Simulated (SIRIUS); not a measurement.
Ag:

```
Ag
1.0
     2.93000    0.00000    0.00000
    -1.46500    2.53745    0.00000
     0.00000    0.00000    4.79000
Ag
2
Direct
  0.66667 0.33333 0.75000
  0.33333 0.66667 0.25000
```

This isn't the form of Ag at room conditions, which is fcc.

- Program: SIRIUS 7.12.0
- Task: single point
- Functional: PBE
- Potentials or basis: all-electron FP-LAPW
- Cutoff: 163 eV
- Basis: apw+lo standard
- k mesh: 10 × 10 × 6
- Occupations: fermi-dirac, width 0.05 eV
- Spin: no spin polarisation

On this cell: largest force under 0.003 eV/Å; band gap on the k mesh none (metal or under the smearing width).

The same run follows on a disturbed copy (atoms moved at random):

```
Ag
1.0
     2.93000    0.00000    0.00000
    -1.46500    2.53745    0.00000
     0.00000    0.00000    4.79000
Ag
2
Direct
  0.68483 0.35008 0.74689
  0.33791 0.67266 0.25057
```

Task: What changes?

Result: The energy (extrapolated to zero smearing) moves by +0.7 meV/atom; largest force 0.099 eV/Å; band gap on the k mesh none (metal or under the smearing width).

Forces in eV/Å, atoms in the order of the input:
```
Ag  -0.023 -0.024  0.094
Ag   0.023  0.024 -0.094
```
